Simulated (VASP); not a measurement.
# Hf (Im-3m) in VASP: notebook

Runs on Hf. Level: PBE+D3(BJ). Tasks: single point, relaxation of cell and atoms.

Program: VASP 6.6.1. These are calculated values, not measurements. Logs are shortened: lines on timing, memory, paths and dates and some standing lists are left out, and cuts for length are marked.

**1. The structure**

Symmetry: Im-3m, No. 229, cubic system. The conventional cell has a = 3.505 Å, b = 3.505 Å, c = 3.505 Å, α = 90.00°, β = 90.00°, γ = 90.00°. Hf (site symmetry m-3m) is surrounded by 8 Hf at 3.04 Å.

This isn't the form of Hf at room conditions, which is hcp.

**2. Single point, PBE+D3(BJ)**

Input file INCAR:

```
SYSTEM = Hf
ALGO     = Fast           ! electronic algorithm
EDIFF    = 1E-7           ! SCF threshold, eV
ENCUT    = 520            ! plane-wave cutoff, eV
GGA      = PE             ! functional
ISIF     = 2              ! what is computed and relaxed
ISMEAR   = 0              ! smearing method
IVDW     = 12             ! dispersion correction
LASPH    = .True.         ! aspherical terms in the spheres
LCHARG   = .False.        ! write CHGCAR
LREAL    = .False.        ! projectors in reciprocal space
LWAVE    = .False.        ! write WAVECAR
NBANDS   = 11             ! bands
NELM     = 80             ! most SCF steps
PREC     = Accurate       ! precision mode
SIGMA    = 0.1            ! smearing width, eV
```

Input file KPOINTS:

```
k-points
0
Gamma
  16 16 16
  0 0 0
```

Input file POSCAR:

```
Hf
1.0
   -1.7523573176      1.7523573176      1.7523573176
    1.7523573176     -1.7523573176      1.7523573176
    1.7523573176      1.7523573176     -1.7523573176
Hf
1
Direct
    0.0000000000      0.0000000000      0.0000000000
```

Potentials or basis: VASP PAW PBE potentials, release 64 (Hf_pv).

Command:

```console
$ cat potpaw_PBE.64/Hf_pv/POTCAR > POTCAR
$ mpirun -np 1 vasp_std > vasp.out
```

OUTCAR:

```text
SYSTEM = Hf
   EDIFF = 1E-7
   ENCUT = 520
   GGA = PE
   ISIF = 2
   ISMEAR = 0
   IVDW = 12
   LASPH = .True.
   LREAL = .False.
   NELM = 80
   PREC = Accurate
 IVDW          = 12

 ion  position               nearest neighbor table
   1  0.000  0.000  0.000-

  LATTYP: Found a body centered cubic cell.
 ALAT       =     3.5047146352

  Lattice vectors:

 A1 = (  -1.7523573176,   1.7523573176,   1.7523573176)
 A2 = (   1.7523573176,  -1.7523573176,   1.7523573176)
 A3 = (   1.7523573176,   1.7523573176,  -1.7523573176)

Analysis of symmetry for initial positions (statically):
=====================================================================
 Subroutine PRICEL returns:
 Original cell was already a primitive cell.

 Routine SETGRP: Setting up the symmetry group for a
 body centered cubic supercell.

 Subroutine GETGRP returns: Found 48 space group operations
 (whereof 48 operations were pure point group operations)
 out of a pool of 48 trial point group operations.

The static configuration has the point symmetry O_h .

Analysis of symmetry for dynamics (positions and initial velocities):
=====================================================================
 Subroutine PRICEL returns:
 Original cell was already a primitive cell.

 Routine SETGRP: Setting up the symmetry group for a
 body centered cubic supercell.

 Subroutine GETGRP returns: Found 48 space group operations
 (whereof 48 operations were pure point group operations)
 out of a pool of 48 trial point group operations.

The dynamic configuration has the point symmetry O_h .

 Subroutine INISYM returns: Found 48 space group operations
 (whereof 48 operations are pure point group operations),
 and found     1 'primitive' translations

----------------------------------------------------------------------------------------

                                     Primitive cell

  volume of cell :      21.5242

  direct lattice vectors                    reciprocal lattice vectors
    -1.752357318  1.752357318  1.752357318     0.000000000  0.285329935  0.285329935
     1.752357318 -1.752357318  1.752357318     0.285329935  0.000000000  0.285329935
     1.752357318  1.752357318 -1.752357318     0.285329935  0.285329935  0.000000000

  length of vectors
     3.035171907  3.035171907  3.035171907     0.403517464  0.403517464  0.403517464

  position of ions in fractional coordinates (direct lattice)
     0.000000000  0.000000000  0.000000000

  ion indices of the primitive-cell ions
   primitive index   ion index
                 1           1

----------------------------------------------------------------------------------------

 KPOINTS: k-points

Automatic generation of k-mesh.
 Grid dimensions read from file:
 generate k-points for:   16   16   16

 Generating k-lattice:

  Cartesian coordinates                     Fractional coordinates (reciprocal lattice)
     0.000000000  0.017833121  0.017833121     0.062500000  0.000000000  0.000000000
     0.017833121  0.000000000  0.017833121     0.000000000  0.062500000  0.000000000
     0.017833121  0.017833121  0.000000000     0.000000000  0.000000000  0.062500000

  Length of vectors
     0.025219842  0.025219842  0.025219842

  Shift w.r.t. Gamma in fractional coordinates (k-lattice)
     0.000000000  0.000000000  0.000000000

 Subroutine IBZKPT returns following result:
 ===========================================

 Found    145 irreducible k-points:

 Following reciprocal coordinates:
            Coordinates               Weight
  0.000000  0.000000  0.000000      1.000000
  0.062500  0.000000  0.000000     12.000000
  0.125000  0.000000  0.000000     12.000000
  0.187500  0.000000  0.000000     12.000000
  0.250000  0.000000  0.000000     12.000000
  0.312500  0.000000  0.000000     12.000000
[... 16 lines left out ...]
  0.187500  0.187500  0.000000     24.000000
  0.250000  0.187500 -0.000000     48.000000
 [... further k-points ...]
   k-points           NKPTS =    145   k-points in BZ     NKDIM =    145   number of bands    NBANDS=     11
   number of dos      NEDOS =    301   number of ions     NIONS =      1
   total plane-waves  NPLWV =  13824
   dimension x,y,z NGX =    24 NGY =   24 NGZ =   24
   dimension x,y,z NGXF=    48 NGYF=   48 NGZF=   48
   ions per type =               1
   NGX,Y,Z   is equivalent  to a cutoff of  13.15, 13.15, 13.15 a.u.
   NGXF,Y,Z  is equivalent  to a cutoff of  26.29, 26.29, 26.29 a.u.
 SYSTEM =  Hf
   PREC   = accura    normal or accurate (medium, high low for compatibility)
   ISTART =      0    job   : 0-new  1-cont  2-samecut
   ICHARG =      2    charge: 1-file 2-atom 10-const
   ISPIN  =      1    spin polarized calculation?
   LNONCOLLINEAR =      F non collinear calculations
   LSORBIT =      F    spin-orbit coupling
   LASPH  =      T    aspherical Exc in radial PAW
   ENCUT  =  520.0 eV  38.22 Ry    6.18 a.u.   5.64  5.64  5.64*2*pi/ulx,y,z
   NELM   =     80;   NELMIN=  2; NELMDL= -5     # of ELM steps
   EDIFF  = 0.1E-06   stopping-criterion for ELM
   LREAL  =      F    real-space projection
   EDIFFG = 0.1E-05   stopping-criterion for IOM
   NSW    =      0    number of steps for IOM
   IBRION =     -1    ionic relax: 0-MD 1-quasi-New 2-CG
   NFREE  =      0    steps in history (QN), initial steepest desc. (CG)
   ISIF   =      2    stress and relaxation
   ISYM   =      2    0-nonsym 1-usesym 2-fastsym
   POTIM  = 0.5000    time-step for ionic-motion
   TEBEG  =    0.0;   TEEND  =   0.0 temperature during run
   PSTRESS=    0.0 pullay stress
   NELECT =      10.0000    total number of electrons
   NUPDOWN=      -1.0000    fix difference up-down
   EMIN   =  10.00;   EMAX   =-10.00  energy-range for DOS
   EFERMI =   0.00;   METHOD = LEGACY
   ISMEAR =     0;   SIGMA  =   0.10  broadening in eV -4-tet -1-fermi 0-gaus
   EFERMI_NEDOS =   21; number of points for ismear=-14 and -15
   IALGO  =     68    algorithm
   IMIX   =      4    mixing-type and parameters
     AMIX     =   0.40;   BMIX     =  1.00
     AMIX_MAG =   1.60;   BMIX_MAG =  1.00
  volume/ion in A,a.u.               =      21.52       145.25
  Fermi-wavevector in a.u.,A,eV,Ry     =   1.267940  2.396060 21.873717  1.607673
  Thomas-Fermi vector in A             =   2.401062
   LORBIT       =      0    0 simple, 1 ext, 2 COOP (PROOUT), +10 PAW based schemes
   GGA     = PE    functional components
   LHFCALC =     F    Hartree Fock is set to
   AEXX    =    0.0000 exact exchange contribution
   IVDW    =    12    specifies the selected vdW correction
   LEPSILON=     F    determine dielectric tensor
   LRPA    =     F    only Hartree local field effects (RPA)
 non-spin polarized calculation
 RMM-DIIS sequential band-by-band and
 Gauss-broadening in eV      SIGMA  =   0.10
  energy-cutoff  :      520.00
  volume of cell :       21.52
 maximum number of plane-waves:       603
   NGX = 11   NGY = 11   NGZ = 11

 number of electron      10.0000000 magnetization

 number of electron       9.9999999 magnetization

 Free energy of the ion-electron system (eV)
  ---------------------------------------------------
  ext. energy  EPLUGINS =         0.00000000
  ---------------------------------------------------
  free energy    TOTEN  =        -9.74230671 eV

  energy without entropy =       -9.73522609  energy(sigma->0) =       -9.73876640

 E-fermi :   4.8381     XC(G=0): -11.4594

 val. band max:        4.8282267968   @ k =   0.2500   0.2500   0.0000
 cond. band min:       4.8683902477   @ k =   0.3125   0.1875   0.0625
 fundamental gap:      0.0401634508
 Fermi energy:         4.8380740502

 k-point     1 :       0.0000    0.0000    0.0000
  band No.  band energies     occupation
      1     -24.8420      2.00000
      2     -24.8420      2.00000
      3     -24.8420      2.00000
      4      -2.3211      2.00000
      5       6.3997      0.00000
      6       6.3997      0.00000
      7       6.3997      0.00000
      8       9.2924      0.00000
      9       9.2924      0.00000
     10      18.3103      0.00000
     11      18.3103      0.00000

 k-point     2 :       0.0625    0.0000    0.0000
  band No.  band energies     occupation
      1     -24.8802      2.00000
      2     -24.8537      2.00000
      3     -24.8421      2.00000
      4      -2.1694      2.00000
      5       6.2909      0.00000
      6       6.3585      0.00000
      7       6.5492      0.00000
      8       9.1119      0.00000
      9       9.2895      0.00000
     10      18.4593      0.00000
     11      18.5901      0.00000

 k-point     3 :       0.1250    0.0000    0.0000
  band No.  band energies     occupation
      1     -24.9878      2.00000
      2     -24.8871      2.00000
      3     -24.8427      2.00000
      4      -1.7313      2.00000
      5       5.9996      0.00000
      6       6.1822      0.00000
      7       6.9926      0.00000
      8       8.7849      0.00000
      9       9.2942      0.00000
     10      18.8147      0.00000
     11      19.3917      0.00000

 k-point     4 :       0.1875    0.0000    0.0000
  band No.  band energies     occupation
      1     -25.1451      2.00000
      2     -24.9366      2.00000
      3     -24.8436      2.00000
      4      -1.0598      2.00000
      5       5.6055      0.00000
      6       5.8128      0.00000
      7       7.7143      0.00000
      8       8.6501      0.00000
      9       9.3369      0.00000
     10      18.2477      0.00000
     11      19.0138      0.00000
[... 239 lines left out ...]
 k-point    22 :       0.4375    0.1250    0.0000
  band No.  band energies     occupation
      1     -25.7264      2.00000
      2     -25.1882      2.00000
      3     -24.8968      2.00000
      4       1.7916      2.00000
      5       4.3135      2.00000
      6       5.5680      0.00000
      7       8.9482      0.00000
      8      10.3467      0.00000
      9      13.2479      0.00000
     10      14.7500      0.00000
     11      16.4552      0.00000

 k-point    23 :       0.1875    0.1875    0.0000
  band No.  band energies     occupation
      1     -25.4810      2.00000
      2     -25.0657      2.00000
      3     -24.9095      2.00000
      4       0.9126      2.00000
      5       4.6164      1.99828
      6       4.9873      0.03486
      7       8.4599      0.00000
      8      10.0217      0.00000
      9      10.3412      0.00000
     10      17.4879      0.00000
     11      19.8212      0.00000

 k-point    24 :       0.2500    0.1875   -0.0000
  band No.  band energies     occupation
      1     -25.5732      2.00000
      2     -25.1434      2.00000
      3     -24.9217      2.00000
      4       1.6501      2.00000
      5       4.3406      2.00000
      6       4.8735      0.61613
      7       8.6897      0.00000
      8      10.0767      0.00000
      9      11.5760      0.00000
     10      16.2957      0.00000
     11      18.8736      0.00000

 [... further k-points ...]

------------------------ aborting loop because EDIFF is reached ----------------------------------------

 Edisp (eV)   -0.46852

 E8    (eV) :    -0.2514

  FORCE on cell =-STRESS in cart. coord.  units (eV):
  Direction    XX          YY          ZZ          XY          YZ          ZX
  --------------------------------------------------------------------------------------
  -------------------------------------------------------------------------------------
  Total      -0.04486    -0.04486    -0.04486    -0.00000    -0.00000    -0.00000
  in kB      -3.33899    -3.33899    -3.33899    -0.00000    -0.00000    -0.00000
  external pressure =       -3.34 kB  Pullay stress =        0.00 kB

 VOLUME and BASIS-vectors are now :
 -----------------------------------------------------------------------------
  energy-cutoff  :      520.00
  volume of cell :       21.52
      direct lattice vectors                 reciprocal lattice vectors
    -1.752357318  1.752357318  1.752357318     0.000000000  0.285329935  0.285329935
     1.752357318 -1.752357318  1.752357318     0.285329935  0.000000000  0.285329935
     1.752357318  1.752357318 -1.752357318     0.285329935  0.285329935  0.000000000

 POSITION                                       TOTAL-FORCE (eV/Angst)
 -----------------------------------------------------------------------------------
      0.00000      0.00000      0.00000         0.000000      0.000000      0.000000
 -----------------------------------------------------------------------------------
    total drift:                                0.000000      0.000000     -0.000000

  FREE ENERGIE OF THE ION-ELECTRON SYSTEM (eV)
  ---------------------------------------------------
  free  energy   TOTEN  =       -10.2108292867 eV

  energy  without entropy=      -10.2037486668  energy(sigma->0) =      -10.20728898
```

Wall time 46 s (1 thread of AMD EPYC 7R43 (Zen 3), shared host); peak memory 0.14 GiB.

Results:

```yaml
Free_energy: -10.2108 eV
Pressure: -0.3 GPa
Band_gap_on_the_k_mesh: none (metal or under the smearing width)
Dispersion_energy_per_atom: -0.469 eV
```

Caveat: pairwise dispersion overbinds metals, which lowers pressure and volume. The run has no spin-orbit coupling, so splittings on Hf are missing.

**3. Relaxation of cell and atoms, PBE+D3(BJ)**

Input file INCAR:

```
SYSTEM = Hf
ALGO = Normal
EDIFF = 1E-6
EDIFFG = -0.005
ENCUT = 600
GGA = PE
IBRION = 2
ISIF = 3
ISMEAR = 0
IVDW = 12
LASPH = .TRUE.
LCHARG = .FALSE.
LREAL = .FALSE.
LWAVE = .FALSE.
NELM = 80
NSW = 100
PREC = Accurate
SIGMA = 0.1
```

Input file KPOINTS:

```
k-points
0
G
  16 16 16
  0 0 0
```

Input file POSCAR:

```
Hf
1.0
   -1.7530793262      1.7530793262      1.7530793262
    1.7530793262     -1.7530793262      1.7530793262
    1.7530793262      1.7530793262     -1.7530793262
Hf
1
Direct
    0.0000000000      0.0000000000      0.0000000000
```

Potentials or basis: VASP PAW PBE potentials, release 64 (Hf_pv).

Command:

```console
$ cat potpaw_PBE.64/Hf_pv/POTCAR > POTCAR
$ mpirun -np 1 vasp_std > vasp.out
```

OUTCAR:

```text
SYSTEM = Hf
   EDIFF = 1E-6
   EDIFFG = -0.005
   ENCUT = 600
   GGA = PE
   IBRION = 2
   ISIF = 3
   ISMEAR = 0
   IVDW = 12
   LASPH = .TRUE.
   LREAL = .FALSE.
   NELM = 80
   NSW = 100
   PREC = Accurate
 IVDW          = 12

 ion  position               nearest neighbor table
   1  0.000  0.000  0.000-

  LATTYP: Found a body centered cubic cell.
 ALAT       =     3.5061586524

  Lattice vectors:

 A1 = (  -1.7530793262,   1.7530793262,   1.7530793262)
 A2 = (   1.7530793262,  -1.7530793262,   1.7530793262)
 A3 = (   1.7530793262,   1.7530793262,  -1.7530793262)

Analysis of symmetry for initial positions (statically):
=====================================================================
 Subroutine PRICEL returns:
 Original cell was already a primitive cell.

 Routine SETGRP: Setting up the symmetry group for a
 body centered cubic supercell.
[... 251 lines left out ...]
  ext. energy  EPLUGINS =         0.00000000
  ---------------------------------------------------
  free energy    TOTEN  =        -9.74108136 eV

  energy without entropy =       -9.73400606  energy(sigma->0) =       -9.73754371

 E-fermi :   4.8587     XC(G=0): -11.4732

 val. band max:        4.8491837417   @ k =   0.2500   0.2500   0.0000
 cond. band min:       4.8884617232   @ k =   0.5000   0.5000   0.1250
 fundamental gap:      0.0392779816
 Fermi energy:         4.8586987322

 k-point     1 :       0.0000    0.0000    0.0000
  band No.  band energies     occupation
      1     -24.8099      2.00000
      2     -24.8099      2.00000
      3     -24.8099      2.00000
      4      -2.3099      2.00000
      5       6.4224      0.00000
      6       6.4224      0.00000
      7       6.4224      0.00000
      8       9.3238      0.00000
      9       9.3238      0.00000
[... 265 lines left out ...]
 k-point    24 :       0.2500    0.1875    0.0000
  band No.  band energies     occupation
      1     -25.5484      2.00000
      2     -25.1143      2.00000
      3     -24.8905      2.00000
      4       1.6687      2.00000
      5       4.3575      2.00000
      6       4.8933      0.62431
      7       8.7194      0.00000
      8      10.1132      0.00000
      9      11.6185      0.00000

 [... further k-points ...]

------------------------ aborting loop because EDIFF is reached ----------------------------------------

 Edisp (eV)   -0.46998

 E8    (eV) :    -0.2522
[... 24 lines left out ...]
  FREE ENERGIE OF THE ION-ELECTRON SYSTEM (eV)
  ---------------------------------------------------
  free  energy   TOTEN  =       -10.2110635921 eV

  energy  without entropy=      -10.2039882949  energy(sigma->0) =      -10.20752594

 reached required accuracy - stopping structural energy minimisation
```

CONTCAR:

```text
Hf
   1.00000000000000
    -1.7506160680481020    1.7506160680481020    1.7506160680481020
     1.7506160680481020   -1.7506160680481020    1.7506160680481020
     1.7506160680481020    1.7506160680481020   -1.7506160680481020
  Hf
     1
Direct
     0.0000000000000000    0.0000000000000000    0.0000000000000000

  0.00000000E+00  0.00000000E+00  0.00000000E+00
```

It took 50 s on 1 thread of AMD EPYC 7R43 (Zen 3), shared host; peak memory 0.15 GiB.

What came out:

```
Free energy                            : -10.2111 eV
Relaxed volume                         : 21.46 Å³/atom
Relaxed cell                           : a = 3.032 Å, b = 3.032 Å, c = 3.032 Å, α = 109.47°, β = 109.47°, γ = 109.47°
Space group after relaxing (to 0.05 Å) : Im-3m (No. 229)
Energy gained by relaxing              : 0.1 meV/atom
Ionic steps                            : 3
Pressure after relaxing                : 0.0 GPa
Band gap on the k mesh                 : none (metal or under the smearing width)
Dispersion energy per atom             : -0.470 eV
```

Step by step:
```
step  energy change (eV)  largest force (eV/Å)  pressure (GPa)  volume (Å³)
   1              0.0000                0.0000           -0.44        21.55
   2              0.0000                0.0000            0.46        21.37
   3             -0.0001                0.0000            0.00        21.46
```

Final structure:
```yaml
crystal:
  lattice:
    - [-1.75062, 1.75062, 1.75062]
    - [1.75062, -1.75062, 1.75062]
    - [1.75062, 1.75062, -1.75062]
  atoms:
    - { symbol: Hf, position: [0.00000, 0.00000, 0.00000] }
```

Caveat: pairwise dispersion overbinds metals, which lowers pressure and volume.

**4. Single point, PBE+D3(BJ) (the clean substrate in the cell of the map)**

Input file INCAR:

```
PREC = Accurate
ENCUT = 520
EDIFF = 1E-6
ISMEAR = 0
SIGMA = 0.1
LREAL = F
LASPH = T
NELM = 100
ALGO = Fast
ISIF = 2
LWAVE = F
LCHARG = F
LDIPOL = T
IDIPOL = 3
DIPOL = 0.5 0.5 0.278
GGA = PE
IVDW = 12
NBANDS = 33
```

Input file KPOINTS:

```
Automatic mesh
0
Gamma
  6 6 1
```

Input file POSCAR:

```
Hf
1.0
    4.9564149695      0.0000000000      0.0000000000
   -2.4782074847      4.2923812753      0.0000000000
    0.0000000000      0.0000000000     21.1328374905
Hf
5
Direct
    0.6666666667      0.3333333333      0.1892788889
    0.3333333333      0.6666666667      0.2371533861
    0.0000000000      0.0000000000      0.2763383828
    0.6666666667      0.3333333333      0.3164267612
    0.3333333333      0.6666666667      0.3706476943
```

Command:

```console
$ cat potpaw_PBE.64/Hf_pv/POTCAR > POTCAR
$ mpirun -np 1 vasp_std > vasp.out
```

It took 4.7 min on 1 thread of AMD EPYC 7R43 (Zen 3), shared host; peak memory 0.54 GiB.

It converged, with:

```yaml
Free_energy: -44.8590 eV
Largest_force: 0.939 eV/Å
Band_gap_on_the_k_mesh: none (metal or under the smearing width)
Dispersion_energy_per_atom: -0.233 eV
```

Forces in eV/Å, atoms in the order of the input:
```
Hf   0.000  0.000 -0.797
Hf   0.000  0.000  0.939
Hf   0.000  0.000 -0.006
Hf   0.000  0.000 -0.057
Hf   0.000  0.000 -0.078
```

Levels at points of the mesh, in eV from the Fermi level:
```
           k point  band 23  band 24  band 25  band 26  band 27  band 28
(0.00, 0.00, 0.00)    -0.80    -0.31    -0.31    -0.08    -0.08    -0.02
(0.50, 0.00, 0.00)    -0.62    -0.24    -0.18    -0.04     0.07     0.08
```

[end of part 1 of 2]
